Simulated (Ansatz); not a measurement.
A (110) slab of Ti (P6/mmm (No. 191)), 5 planes, outer planes Ti (top) and Ti (bottom), with 15 atoms (Ti15) in a surface cell of A = 21.889 Å², as cut from the bulk:

```xyz
15
Lattice="2.7988 0.0000 0.0000 0.0000 7.8207 0.0000 0.0000 0.0000 24.0306" Properties=species:S:1:pos:R:3 pbc="T T T"
Ti    0.0000    3.9104    7.5000
Ti    1.3994    1.3035    7.5000
Ti    1.3994    6.5173    7.5000
Ti    0.0000    0.0000    9.7576
Ti    1.3994    5.2138    9.7576
Ti    1.3994    2.6069    9.7576
Ti    0.0000    3.9104   12.0153
Ti    1.3994    1.3035   12.0153
Ti    1.3994    6.5173   12.0153
Ti    0.0000    0.0000   14.2729
Ti    1.3994    5.2138   14.2729
Ti    1.3994    2.6069   14.2729
Ti    0.0000    3.9104   16.5306
Ti    1.3994    1.3035   16.5306
Ti    1.3994    6.5173   16.5306
```

Level of theory: Ansatz 0.2.0, DFT PBEsol, scalar-relativistic, plane waves, PAW. Settings: cutoff 420 eV, Γ-centred mesh 12×5×1 on the computed 15-atom cell, Gaussian smearing of 0.10 eV; no spin polarisation.

Against the same 15 atoms in the bulk, the slab as cut lies 6.375 eV higher and the relaxed slab 6.171 eV higher.

Q: Work out the surface energy before and after relaxation.

A: The slab has two faces, so γ = (E_slab − N·E_bulk)/(2A), the mean of both. As cut: 6.375/(2 × 21.889) = 0.1456 eV/Å², and 1 eV/Å² = 16.02 J/m², so γ = 2.33 J/m². Relaxed: 6.171/(2 × 21.889) = 0.1410 eV/Å² = 2.26 J/m². Relaxation recovers 3 % of the cost of cutting.

Q: What is the ideal work of this cut, per area?

A: Griffith's ideal work is 2γ: 4.67 J/m² if the new faces stay rigid, 4.52 J/m² if they relax. One thickness was run, 5 planes, so γ can still shift with it.

The reference crystal is a form of Ti, which isn't its usual structure.

Creating this surface is costly, and nearly all of that cost remains after relaxation: γ falls only from 2.33 to 2.26 J/m². The as-cut outer planes are equivalent by symmetry, so the mean is also the energy of each unrelaxed face.

The cost reflects the loss of metallic bonding with strong d character. Ti has a partly filled d band in which mainly bonding states are occupied, so removing neighbours narrows the band and reduces cohesion. In this structure, the cut severs some of the short contacts of the honeycomb network but leaves others within the surface plane and to the plane beneath. These surviving bonds, together with metallic screening, probably explain why relaxation recovers so little. The usual response would be a modest inward shift of the outer planes, as the remaining bonds strengthen.

The ideal work is a thermodynamic cost of separation, not a measure of toughness, since real fracture of a ductile metal also dissipates energy through plastic deformation.
